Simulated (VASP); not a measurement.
Runs of VASP 6.6.1 on Si. The structure is tetragonal, space group I4/mmm (No. 139). The conventional cell has a = 3.254 Å, b = 3.254 Å, c = 2.641 Å, α = 90.00°, β = 90.00°, γ = 90.00°. Si (site symmetry 4/mmm) has 10 Si at 2.64 to 2.65 Å as nearest neighbours. This isn't the form of Si at room conditions, which is diamond.

```tsv
task	cell	k mesh	cutoff (eV)	smearing	cutoff of the response function	frequency points	gap on the mesh (eV)	pressure (GPa)
single point	as given	8 × 8 × 8	500	gaussian 0.02 eV	-	-	none	(a)
single point	as given	7 × 7 × 7	500	gaussian 0.02 eV	-	-	none	3.6
single point	as given	5 × 5 × 5	500	gaussian 0.02 eV	-	-	none	7.3
single point	as given	5 × 5 × 5	400	gaussian 0.02 eV	-	-	none	7.3
```

Alike in all rows: level PBE; potentials or basis VASP PAW PBE potentials, release 64 (Si_GW); no spin polarisation; the mesh is coarse, so values aren't converged.

Question: Estimate the missing entries.

Answer: (a) 3.8.

Caveats: all runs use coarse meshes.

A gap of «none» marks a metal or a gap under the smearing width.
